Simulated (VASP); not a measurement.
# HfB2 (Fm-3m) in VASP: reference runs

Reference runs on HfB2: the cell as given and a disturbed copy.

All numbers are computed with VASP 6.6.1; they aren't measurements. Logs are shortened: lines on timing, memory, paths and dates and some standing lists are left out, and cuts for length are marked.

**1. Starting point**

The structure is cubic, space group Fm-3m (No. 225). The conventional cell has a = 5.432 Å, b = 5.432 Å, c = 5.432 Å, α = 90.00°, β = 90.00°, γ = 90.00°. Around Hf (site symmetry m-3m) lie 8 B at 2.35 Å. B (site symmetry -43m) has 4 Hf at 2.35 Å as nearest neighbours.

The cell was built by a generator and needn't be a form met in nature.

**2. Single point, PBE**

INCAR

```
SYSTEM = HfB2
ALGO = Normal
EDIFF = 1E-7
ENCUT = 520
GGA = PE
ISIF = 2
ISMEAR = -1
LASPH = .TRUE.
LCHARG = .FALSE.
LREAL = .FALSE.
LWAVE = .FALSE.
NBANDS = 15
NELM = 100
PREC = Accurate
SIGMA = 0.05
```

KPOINTS

```
k-points
0
G
  9 9 9
  0 0 0
```

POSCAR

```
HfB2
1.0
    0.0000000000      2.7160800000      2.7160800000
    2.7160800000      0.0000000000      2.7160800000
    2.7160800000      2.7160800000      0.0000000000
Hf B
1 2
Direct
    0.0000000000      0.0000000000      0.0000000000
    0.2500000000      0.2500000000      0.2500000000
    0.7500000000      0.7500000000      0.7500000000
```

Potentials or basis: VASP PAW PBE potentials, release 64 (Hf_pv, B).

Started as:

```console
$ cat potpaw_PBE.64/Hf_pv/POTCAR potpaw_PBE.64/B/POTCAR > POTCAR
$ mpirun -np 1 vasp_std > vasp.out
```

OUTCAR:

```text
SYSTEM = HfB2
   EDIFF = 1E-7
   ENCUT = 520
   GGA = PE
   ISIF = 2
   ISMEAR = -1
   LASPH = .TRUE.
   LREAL = .FALSE.
   NELM = 100
   PREC = Accurate

 ion  position               nearest neighbor table
   1  0.000  0.000  0.000-   3 2.35   3 2.35   3 2.35   2 2.35   3 2.35   2 2.35   2 2.35   2 2.35

   2  0.250  0.250  0.250-   1 2.35   1 2.35   1 2.35   1 2.35
   3  0.750  0.750  0.750-   1 2.35   1 2.35   1 2.35   1 2.35

  LATTYP: Found a face centered cubic cell.
 ALAT       =     5.4321600000

  Lattice vectors:

 A1 = (   0.0000000000,   2.7160800000,   2.7160800000)
 A2 = (   2.7160800000,   0.0000000000,   2.7160800000)
 A3 = (   2.7160800000,   2.7160800000,   0.0000000000)

Analysis of symmetry for initial positions (statically):
=====================================================================
 Subroutine PRICEL returns:
 Original cell was already a primitive cell.

 Routine SETGRP: Setting up the symmetry group for a
 face centered cubic supercell.

 Subroutine GETGRP returns: Found 48 space group operations
 (whereof 48 operations were pure point group operations)
 out of a pool of 48 trial point group operations.

The static configuration has the point symmetry O_h .

Analysis of symmetry for dynamics (positions and initial velocities):
=====================================================================
 Subroutine PRICEL returns:
 Original cell was already a primitive cell.

 Routine SETGRP: Setting up the symmetry group for a
 face centered cubic supercell.

 Subroutine GETGRP returns: Found 48 space group operations
 (whereof 48 operations were pure point group operations)
 out of a pool of 48 trial point group operations.

The dynamic configuration has the point symmetry O_h .

 Subroutine INISYM returns: Found 48 space group operations
 (whereof 48 operations are pure point group operations),
 and found     1 'primitive' translations

----------------------------------------------------------------------------------------

                                     Primitive cell

  volume of cell :      40.0735

  direct lattice vectors                    reciprocal lattice vectors
     0.000000000  2.716080000  2.716080000    -0.184088834  0.184088834  0.184088834
     2.716080000  0.000000000  2.716080000     0.184088834 -0.184088834  0.184088834
     2.716080000  2.716080000  0.000000000     0.184088834  0.184088834 -0.184088834

  length of vectors
     3.841117172  3.841117172  3.841117172     0.318851213  0.318851213  0.318851213

  position of ions in fractional coordinates (direct lattice)
     0.000000000  0.000000000  0.000000000
     0.250000000  0.250000000  0.250000000
     0.750000000  0.750000000  0.750000000

  ion indices of the primitive-cell ions
   primitive index   ion index
                 1           1
                 2           2
                 3           3

----------------------------------------------------------------------------------------

 KPOINTS: k-points

Automatic generation of k-mesh.
 Grid dimensions read from file:
 generate k-points for:    9    9    9

 Generating k-lattice:

  Cartesian coordinates                     Fractional coordinates (reciprocal lattice)
    -0.020454315  0.020454315  0.020454315     0.111111111  0.000000000  0.000000000
     0.020454315 -0.020454315  0.020454315     0.000000000  0.111111111  0.000000000
     0.020454315  0.020454315 -0.020454315     0.000000000  0.000000000  0.111111111

  Length of vectors
     0.035427913  0.035427913  0.035427913

  Shift w.r.t. Gamma in fractional coordinates (k-lattice)
     0.000000000  0.000000000  0.000000000

 Subroutine IBZKPT returns following result:
 ===========================================

 Found     35 irreducible k-points:

 Following reciprocal coordinates:
            Coordinates               Weight
  0.000000  0.000000  0.000000      1.000000
  0.111111  0.000000  0.000000      8.000000
  0.222222  0.000000  0.000000      8.000000
  0.333333  0.000000  0.000000      8.000000
  0.444444  0.000000  0.000000      8.000000
  0.111111  0.111111  0.000000      6.000000
[... 16 lines left out ...]
 -0.333333  0.333333  0.000000     12.000000
  0.444444  0.444444  0.000000      6.000000
 [... further k-points ...]
   k-points           NKPTS =     35   k-points in BZ     NKDIM =     35   number of bands    NBANDS=     15
   number of dos      NEDOS =    301   number of ions     NIONS =      3
   total plane-waves  NPLWV =  27000
   dimension x,y,z NGX =    30 NGY =   30 NGZ =   30
   dimension x,y,z NGXF=    60 NGYF=   60 NGZF=   60
   ions per type =               1   2
   NGX,Y,Z   is equivalent  to a cutoff of  12.98, 12.98, 12.98 a.u.
   NGXF,Y,Z  is equivalent  to a cutoff of  25.97, 25.97, 25.97 a.u.
 SYSTEM =  HfB2
   PREC   = accura    normal or accurate (medium, high low for compatibility)
   ISTART =      0    job   : 0-new  1-cont  2-samecut
   ICHARG =      2    charge: 1-file 2-atom 10-const
   ISPIN  =      1    spin polarized calculation?
   LNONCOLLINEAR =      F non collinear calculations
   LSORBIT =      F    spin-orbit coupling
   LASPH  =      T    aspherical Exc in radial PAW
   ENCUT  =  520.0 eV  38.22 Ry    6.18 a.u.   7.14  7.14  7.14*2*pi/ulx,y,z
   NELM   =    100;   NELMIN=  2; NELMDL= -5     # of ELM steps
   EDIFF  = 0.1E-06   stopping-criterion for ELM
   LREAL  =      F    real-space projection
   EDIFFG = 0.1E-05   stopping-criterion for IOM
   NSW    =      0    number of steps for IOM
   IBRION =     -1    ionic relax: 0-MD 1-quasi-New 2-CG
   NFREE  =      0    steps in history (QN), initial steepest desc. (CG)
   ISIF   =      2    stress and relaxation
   ISYM   =      2    0-nonsym 1-usesym 2-fastsym
   POTIM  = 0.5000    time-step for ionic-motion
   TEBEG  =    0.0;   TEEND  =   0.0 temperature during run
   PSTRESS=    0.0 pullay stress
   NELECT =      16.0000    total number of electrons
   NUPDOWN=      -1.0000    fix difference up-down
   EMIN   =  10.00;   EMAX   =-10.00  energy-range for DOS
   EFERMI =   0.00;   METHOD = LEGACY
   ISMEAR =    -1;   SIGMA  =   0.05  broadening in eV -4-tet -1-fermi 0-gaus
   EFERMI_NEDOS =   21; number of points for ismear=-14 and -15
   IALGO  =     38    algorithm
   IMIX   =      4    mixing-type and parameters
     AMIX     =   0.40;   BMIX     =  1.00
     AMIX_MAG =   1.60;   BMIX_MAG =  1.00
  volume/ion in A,a.u.               =      13.36        90.14
  Fermi-wavevector in a.u.,A,eV,Ry     =   1.205486  2.278039 19.771948  1.453197
  Thomas-Fermi vector in A             =   2.341181
   LORBIT       =      0    0 simple, 1 ext, 2 COOP (PROOUT), +10 PAW based schemes
   GGA     = PE    functional components
   LHFCALC =     F    Hartree Fock is set to
   AEXX    =    0.0000 exact exchange contribution
   IVDW    =     0    specifies the selected vdW correction
   LEPSILON=     F    determine dielectric tensor
   LRPA    =     F    only Hartree local field effects (RPA)
 non-spin polarized calculation
  energy-cutoff  :      520.00
  volume of cell :       40.07
 maximum number of plane-waves:      1091
 NGX is ok and might be reduce to    30
   NGX = 15   NGY = 15   NGZ = 15

 number of electron      16.0000001 magnetization

 Free energy of the ion-electron system (eV)
  ---------------------------------------------------
  ext. energy  EPLUGINS =         0.00000000
  ---------------------------------------------------
  free energy    TOTEN  =       -21.11135258 eV

  energy without entropy =      -21.09772771  energy(sigma->0) =      -21.10454015

 E-fermi :   4.3357     XC(G=0): -11.0712

 val. band max:        4.3122354364   @ k =   0.2222   0.1111   0.0000
 cond. band min:       4.3487745422   @ k =  -0.3333   0.3333   0.1111
 fundamental gap:      0.0365391058
 Fermi energy:         4.3356767343

 k-point     1 :       0.0000    0.0000    0.0000
  band No.  band energies     occupation
      1     -25.7124      2.00000
      2     -25.7124      2.00000
      3     -25.7124      2.00000
      4      -6.1630      2.00000
      5       0.8545      2.00000
      6       0.8545      2.00000
      7       0.8545      2.00000
      8       3.4681      2.00000
      9       6.6019      0.00000
     10       6.6019      0.00000
     11       8.3571      0.00000
     12       8.3571      0.00000
     13       8.3571      0.00000
     14      14.5749      0.00000
     15      14.5749      0.00000

 k-point     2 :       0.1111    0.0000    0.0000
  band No.  band energies     occupation
      1     -25.7322      2.00000
      2     -25.7155      2.00000
      3     -25.7155      2.00000
      4      -5.9526      2.00000
      5       0.3282      2.00000
      6       0.9824      2.00000
      7       0.9824      2.00000
      8       4.1539      1.94865
      9       6.0403      0.00000
     10       6.0403      0.00000
     11       8.1393      0.00000
     12       8.9770      0.00000
     13       8.9770      0.00000
     14      12.6334      0.00000
     15      14.0818      0.00000

 k-point     3 :       0.2222    0.0000    0.0000
  band No.  band energies     occupation
      1     -25.7821      2.00000
      2     -25.7235      2.00000
      3     -25.7235      2.00000
      4      -5.3631      2.00000
      5      -0.5268      2.00000
      6       1.3054      2.00000
      7       1.3054      2.00000
      8       5.3123      0.00000
      9       5.3717      0.00000
     10       5.3717      0.00000
     11       7.3928      0.00000
     12       9.4266      0.00000
     13       9.4266      0.00000
     14      10.9727      0.00000
     15      13.7804      0.00000

 k-point     4 :       0.3333    0.0000    0.0000
  band No.  band energies     occupation
      1     -25.8381      2.00000
      2     -25.7325      2.00000
      3     -25.7325      2.00000
      4      -4.5389      2.00000
      5      -1.2480      2.00000
      6       1.6374      2.00000
      7       1.6374      2.00000
      8       5.2061      0.00000
      9       5.2061      0.00000
     10       5.9772      0.00000
     11       6.0941      0.00000
     12       8.7395      0.00000
     13       8.7395      0.00000
     14      11.1733      0.00000
     15      14.3803      0.00000
[... 307 lines left out ...]
 k-point    22 :      -0.4444    0.3333    0.0000
  band No.  band energies     occupation
      1     -25.8517      2.00000
      2     -25.8007      2.00000
      3     -25.7665      2.00000
      4      -2.2494      2.00000
      5      -1.7309      2.00000
      6      -0.0618      2.00000
      7       2.2459      2.00000
      8       2.8062      2.00000
      9       4.9971      0.00000
     10       5.8906      0.00000
     11       8.1822      0.00000
     12       8.4770      0.00000
     13       9.3413      0.00000
     14      13.5937      0.00000
     15      13.6275      0.00000

 k-point    23 :      -0.3333    0.3333    0.0000
  band No.  band energies     occupation
      1     -25.8275      2.00000
      2     -25.8273      2.00000
      3     -25.7572      2.00000
      4      -2.5017      2.00000
      5      -1.6582      2.00000
      6       0.1902      2.00000
      7       2.3176      2.00000
      8       3.0592      2.00000
      9       3.9544      1.99902
     10       6.4045      0.00000
     11       8.2943      0.00000
     12       8.9254      0.00000
     13       9.0166      0.00000
     14      12.7669      0.00000
     15      13.7407      0.00000

 k-point    24 :       0.4444    0.4444    0.0000
  band No.  band energies     occupation
      1     -25.8677      2.00000
      2     -25.7762      2.00000
      3     -25.7762      2.00000
      4      -2.2807      2.00000
      5      -1.6627      2.00000
      6      -0.4604      2.00000
      7       2.8362      2.00000
      8       2.8362      2.00000
      9       5.7660      0.00000
     10       5.7660      0.00000
     11       6.9672      0.00000
     12       8.1597      0.00000
     13       9.8758      0.00000
     14      13.5262      0.00000
     15      13.5262      0.00000

 [... further k-points ...]
[... 5 lines left out ...]
  --------------------------------------------------------------------------------------
  -------------------------------------------------------------------------------------
  Total        0.1182784      0.1182784      0.1182784      0.0000000     -0.0000000      0.0000000
  in kB        4.7288816      4.7288816      4.7288816      0.0000000     -0.0000000      0.0000000
  external PRESSURE =       4.7288816 kB  Pullay stress =       0.0000000 kB

 VOLUME and BASIS-vectors are now :
 -----------------------------------------------------------------------------
  energy-cutoff  :      520.00
  volume of cell :       40.07
      direct lattice vectors                 reciprocal lattice vectors
     0.000000000  2.716080000  2.716080000    -0.184088834  0.184088834  0.184088834
     2.716080000  0.000000000  2.716080000     0.184088834 -0.184088834  0.184088834
     2.716080000  2.716080000  0.000000000     0.184088834  0.184088834 -0.184088834

 POSITION                                       TOTAL-FORCE (eV/Angst)
 -----------------------------------------------------------------------------------
      0.00000      0.00000      0.00000        -0.000000     -0.000000     -0.000000
      1.35804      1.35804      1.35804        -0.000000     -0.000000      0.000000
      4.07412      4.07412      4.07412         0.000000      0.000000      0.000000
 -----------------------------------------------------------------------------------
    total drift:                                0.000000     -0.000000     -0.000000

  FREE ENERGIE OF THE ION-ELECTRON SYSTEM (eV)
  ---------------------------------------------------
  free  energy   TOTEN  =       -21.1113525836 eV

  energy  without entropy=      -21.0977277118  energy(sigma->0) =      -21.10454015
```

Run time: 13 s. Hardware: 1 thread of Intel Xeon 6975P-C (Granite Rapids), shared host; peak memory 0.17 GiB.

What came out:

- Free energy: -21.1114 eV
- Pressure: 0.5 GPa
- Band gap on the k mesh: none (metal or under the smearing width)

Levels at points of the mesh, in eV from the Fermi level:
```
           k point  band 4  band 5  band 6  band 7  band 8  band 9  band 10  band 11  band 12  band 13
(0.00, 0.00, 0.00)  -10.50   -3.48   -3.48   -3.48   -0.87    2.27     2.27     4.02     4.02     4.02
```

The run has no spin-orbit coupling, so splittings on Hf are missing.

**3. Single point, PBE (atoms moved at random, drawn with an rms of 0.05 Å)**

INCAR

```
SYSTEM = HfB2
PREC     = Accurate       ! precision mode
ENCUT    = 520            ! plane-wave cutoff, eV
EDIFF    = 1E-7           ! SCF threshold, eV
ISMEAR   = -1             ! smearing method
SIGMA    = 0.05           ! smearing width, eV
LREAL    = .False.        ! projectors in reciprocal space
LASPH    = .True.         ! aspherical terms in the spheres
NELM     = 100            ! most SCF steps
ALGO     = Normal         ! electronic algorithm
ISIF     = 2              ! what is computed and relaxed
LWAVE    = .False.        ! write WAVECAR
LCHARG   = .False.        ! write CHGCAR
GGA      = PE             ! functional
NBANDS   = 15             ! bands
```

KPOINTS

```
Automatic mesh
0
Gamma
  9 9 9
  0 0 0
```

POSCAR

```
HfB2
1.0
    0.0000000000      2.7160800000      2.7160800000
    2.7160800000      0.0000000000      2.7160800000
    2.7160800000      2.7160800000      0.0000000000
Hf B
1 2
Direct
   -0.0004070000     -0.0035170000      0.0068000000
    0.2471460000      0.2531540000      0.2515480000
    0.7513290000      0.7600630000      0.7505210000
```

Potentials or basis: VASP PAW PBE potentials, release 64 (Hf_pv, B).

Started as:

```console
$ cat potpaw_PBE.64/Hf_pv/POTCAR potpaw_PBE.64/B/POTCAR > POTCAR
$ mpirun -np 1 vasp_std > vasp.out
```

OUTCAR:

```text
SYSTEM = HfB2
   PREC = Accurate
   ENCUT = 520
   EDIFF = 1E-7
   ISMEAR = -1
   LREAL = .False.
   LASPH = .True.
   NELM = 100
   ISIF = 2
   GGA = PE

 ion  position               nearest neighbor table
   1  1.000  0.996  0.007-   3 2.32   2 2.33   3 2.33   2 2.35   3 2.36   2 2.36   2 2.37   3 2.39

   2  0.247  0.253  0.252-   1 2.33   1 2.35   1 2.36   1 2.37
   3  0.751  0.760  0.751-   1 2.32   1 2.33   1 2.36   1 2.39

  LATTYP: Found a face centered cubic cell.
 ALAT       =     5.4321600000

  Lattice vectors:

 A1 = (   0.0000000000,   2.7160800000,   2.7160800000)
 A2 = (   2.7160800000,   0.0000000000,   2.7160800000)
 A3 = (   2.7160800000,   2.7160800000,   0.0000000000)

Analysis of symmetry for initial positions (statically):
=====================================================================
 Subroutine PRICEL returns:
 Original cell was already a primitive cell.

 Routine SETGRP: Setting up the symmetry group for a
 face centered cubic supercell.

 Subroutine GETGRP returns: Found  1 space group operations
 (whereof  1 operations were pure point group operations)
 out of a pool of 48 trial point group operations.

The static configuration has the point symmetry C_1 .

[... 173 lines left out ...]
      2     -25.7102      2.00000
      3     -25.7064      2.00000
      4      -6.1632      2.00000
      5       0.8204      2.00000
      6       0.8580      2.00000
      7       0.8838      2.00000
      8       3.4710      2.00000
      9       6.5794      0.00000
     10       6.5925      0.00000
     11       8.3152      0.00000
     12       8.3724      0.00000
     13       8.4192      0.00000
     14      14.4920      0.00000
[... 401 lines left out ...]
      2     -25.7333      2.00000
      3     -25.7231      2.00000
      4      -5.4128      2.00000
      5      -0.3964      2.00000
      6       1.2344      2.00000
      7       1.2390      2.00000
      8       4.3067      1.24873
      9       5.4128      0.00000
     10       6.4653      0.00000
     11       7.9276      0.00000
     12       8.7597      0.00000
     13       9.6892      0.00000
     14      11.5362      0.00000
     15      12.6196      0.00000

 [... further k-points ...]
[... 5 lines left out ...]
  --------------------------------------------------------------------------------------
  -------------------------------------------------------------------------------------
  Total        0.1460729      0.1445725      0.1326815      0.3670313      0.1893760      0.1269709
  in kB        5.8401294      5.7801432      5.3047314     14.6742519      7.5714283      5.0764150
  external PRESSURE =       5.6416680 kB  Pullay stress =       0.0000000 kB

 VOLUME and BASIS-vectors are now :
 -----------------------------------------------------------------------------
  energy-cutoff  :      520.00
  volume of cell :       40.07
      direct lattice vectors                 reciprocal lattice vectors
     0.000000000  2.716080000  2.716080000    -0.184088834  0.184088834  0.184088834
     2.716080000  0.000000000  2.716080000     0.184088834 -0.184088834  0.184088834
     2.716080000  2.716080000  0.000000000     0.184088834  0.184088834 -0.184088834

 POSITION                                       TOTAL-FORCE (eV/Angst)
 -----------------------------------------------------------------------------------
      2.72500      2.73344      5.42150         0.177057     -0.237614      0.407140
      1.37081      1.35449      1.35885        -0.089934      0.134024     -0.191082
      4.10287      4.07914      4.10506        -0.087123      0.103590     -0.216058
 -----------------------------------------------------------------------------------
    total drift:                               -0.000004     -0.000044     -0.000005

  FREE ENERGIE OF THE ION-ELECTRON SYSTEM (eV)
  ---------------------------------------------------
  free  energy   TOTEN  =       -21.1026290897 eV

  energy  without entropy=      -21.0898974252  energy(sigma->0) =      -21.09626326
```

stdout:

```text
POSCAR found type information on POSCAR HfB
 POSCAR found :  2 types and       3 ions
 scaLAPACK will be used
 LDA part: xc-table for (Slater+PW92), standard interpolation
 POSCAR, INCAR and KPOINTS ok, starting setup
 FFT: planning ... GRIDC
 FFT: planning ... GRID_SOFT
 FFT: planning ... GRID
 WAVECAR not read
 entering main loop
```

It took 1.8 min on 1 thread of Intel Xeon 6975P-C (Granite Rapids), shared host; peak memory 0.34 GiB.

What came out:

```
Free energy            : -21.1026 eV
Pressure               : 0.6 GPa
Largest force          : 0.504 eV/Å
Band gap on the k mesh : none (metal or under the smearing width)
```

Forces on the atoms (eV/Å):
```
Hf   0.177 -0.238  0.407
B   -0.090  0.134 -0.191
B   -0.087  0.104 -0.216
```

Levels at points of the mesh, in eV from the Fermi level:
```csv
k point,band 5,band 6,band 7,band 8,band 9,band 10,band 11,band 12
"(0.00, 0.00, 0.00)",-3.51,-3.47,-3.45,-0.86,2.25,2.26,3.98,4.04
```

The run has no spin-orbit coupling, so splittings on Hf are missing.
